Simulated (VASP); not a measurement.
Si2C: relaxation of cell and atoms with rSCAN

Si2C:

```xyz
3
Lattice="3.3797 0.0000 0.0000 -1.6899 2.9269 0.0000 0.0000 0.0000 4.6533" Properties=species:S:1:pos:R:3 pbc="T T T"
Si    0.0000    1.9513    3.4916
Si    0.0000    1.9513    1.1617
C     0.0000    0.0000    0.0000
```

The cell was built by a generator and needn't be a form met in nature.

```yaml
Program: VASP 6.6.1
Task: relaxation of cell and atoms
Functional: rSCAN
Potentials_or_basis: VASP PAW PBE potentials, release 64 (Si, C)
Cutoff: 600 eV
k_mesh: 9 × 9 × 6
Occupations: gaussian, width 0.05 eV
Spin: no spin polarisation
Further_INCAR_settings: ALGO = Normal; EDIFF = 1e-07; IBRION = 2; EDIFFG = -0.02; NSW = 60; ISIF = 3
```

* Relaxed volume: 11.47 Å³/atom
* Relaxed cell: a = 2.851 Å, b = 2.851 Å, c = 4.888 Å, α = 90.00°, β = 90.00°, γ = 120.00°
* Space group after relaxing (to 0.05 Å): P-6m2 (No. 187)
* Energy gained by relaxing: 548.4 meV/atom
* Ionic steps: 26
* Pressure after relaxing: -0.1 GPa
* Band gap on the k mesh: none (metal or under the smearing width)

Stress tensor (GPa, compression positive):
```
 0.00  0.00  0.00
 0.00  0.00  0.00
 0.00  0.00 -0.17
```

Step by step:
| step | energy change (eV) | largest force (eV/Å) | pressure (GPa) | volume (Å³) |
| --- | --- | --- | --- | --- |
| 1 | 0.0000 | 0.4375 | -15.24 | 46.03 |
| 2 | -1.5247 | 0.5599 | -9.84 | 36.68 |
| 3 | -1.5862 | 0.9124 | -6.81 | 35.37 |
| 4 | -1.5340 | 1.7321 | 2.25 | 32.81 |
| 5 | -1.5971 | 1.1134 | -4.77 | 34.69 |
| 6 | -1.4899 | 2.2187 | 12.65 | 32.11 |
| 7 | -1.6348 | 0.1357 | 0.48 | 33.76 |
| 8 | -1.6349 | 0.1120 | 0.61 | 33.75 |
| 9 | -1.6349 | 0.0897 | 0.72 | 33.73 |
| 10 | -1.6370 | 0.0337 | 0.34 | 33.90 |
| 11 | -1.6407 | 0.2012 | -0.69 | 34.41 |
| 12 | -1.6409 | 0.1208 | -0.35 | 34.27 |
| 13 | -1.6410 | 0.1631 | -0.53 | 34.34 |
| 14 | -1.6414 | 0.1597 | -0.65 | 34.37 |
| 15 | -1.6422 | 0.1116 | -0.80 | 34.46 |
| 16 | -1.6434 | 0.0233 | -1.00 | 34.65 |
| 17 | -1.6399 | 0.1527 | -1.95 | 35.01 |
| 18 | -1.6437 | 0.0489 | -1.15 | 34.72 |
| 19 | -1.6441 | 0.0332 | -0.95 | 34.67 |
| 20 | -1.6449 | 0.0143 | -0.39 | 34.53 |
| 21 | -1.6443 | 0.1069 | 0.65 | 34.25 |
| 22 | -1.6450 | 0.0403 | -0.11 | 34.45 |
| 23 | -1.6451 | 0.0214 | -0.12 | 34.44 |
| 24 | -1.6451 | 0.0177 | -0.13 | 34.42 |
| 25 | -1.6451 | 0.0029 | -0.13 | 34.43 |
| 26 | -1.6451 | 0.0004 | -0.06 | 34.41 |

Final structure:
```yaml
crystal:
  lattice:
    - [2.85105, 0.00000, 0.00000]
    - [-1.42553, 2.46908, 0.00000]
    - [0.00000, 0.00000, 4.88784]
  atoms:
    - { symbol: Si, position: [0.33333, 0.66667, 0.75492] }
    - { symbol: Si, position: [0.33333, 0.66667, 0.24508] }
    - { symbol: C, position: [0.00000, 0.00000, 0.00000] }
```

Levels at points of the mesh, in eV from the Fermi level:
```
           k point  band 2  band 3  band 4  band 5  band 6  band 7  band 8  band 9  band 10
(0.00, 0.00, 0.00)  -10.98   -9.36   -1.13   -1.13    3.74    5.73    6.99    6.99     7.51
(0.00, 0.00, 0.50)  -13.26   -4.06   -2.47   -1.09   -1.09    5.86    7.73    7.73     8.30
```

Wall time 30 min on 1 thread of AMD EPYC 7R13 Processor (Zen 3), with other jobs on the host, peak memory 0.17 GiB.

Caveat: the volume moved by over 15 % at a fixed basis, so the end points are rough; the PAW data sets were made with another functional, which shifts forces and pressure a little.
